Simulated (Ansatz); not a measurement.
**Structure relaxation of Se**

The calculation used DFT PBE, scalar-relativistic, plane waves, PAW in Ansatz. Cutoff 420 eV, Γ-centred k mesh, Gaussian smearing, no spin polarisation in the final step.

The start is a database structure of Se, space group R-3 (No. 148).

```yaml
crystal:
  lattice:
    - [5.68100, 3.27993, 1.47633]
    - [-5.68100, 3.27993, 1.47633]
    - [0.00000, -6.55985, 1.47633]
  atoms:
    - { symbol: Se, position: [0.28066, 0.16251, 0.91818] }
    - { symbol: Se, position: [0.91818, 0.28066, 0.16251] }
    - { symbol: Se, position: [0.16251, 0.91818, 0.28066] }
    - { symbol: Se, position: [0.71934, 0.83749, 0.08182] }
    - { symbol: Se, position: [0.08182, 0.71934, 0.83749] }
    - { symbol: Se, position: [0.83749, 0.08182, 0.71934] }
```

Steps on the 9×9×9 mesh (6 atoms). 9 of 13 steps are shown, and the free energy counts from the last. Trial steps that were taken back and renewals of the plane-wave basis can be among the rows.

```csv
step,ΔF (meV/atom),V (Å³/atom),P (GPa),largest force component (eV/Å)
1,32.6,27.51,2.69,0.373
2,14.0,29.88,0.06,0.034
3,9.5,30.26,-0.03,0.017
4,4.8,30.52,0.08,0.035
5,3.4,31.02,-0.09,0.041
8,1.8,31.07,0.09,0.004
9,0.9,31.58,0.02,0.016
11,0.1,32.97,0.00,0.000
13,0.0,32.98,0.00,0.000
```

A final relaxation ran on a 6×6×6 mesh. The relaxed crystal, R-3 (No. 148):

```
Se
1.0
     5.52488    3.18979    1.87156
    -5.52488    3.18979    1.87156
     0.00000   -6.37959    1.87156
Se
6
Direct
  0.26581 0.13827 0.88570
  0.88570 0.26581 0.13827
  0.13827 0.88570 0.26581
  0.73419 0.86173 0.11430
  0.11430 0.73419 0.86173
  0.86173 0.11430 0.73419
```

| Property | Result |
| --- | --- |
| Volume per atom | 33.0 Å³ |
| Density | 4.0 g/cm³ |
| Energy over the standard structure | 0.021 eV/atom |
| Gap on the 6×6×6 mesh | 1.58 eV |

Energies count from the standard state of Se at the same level.

The final run used a 6×6×6 mesh on its 6-atom cell and 0.02 eV smearing. No dispersion correction is applied, so the spacing between layers, chains or molecules is poorly fixed, and with it the volume and density.

A structure relaxed within its symmetry needn't be a true minimum.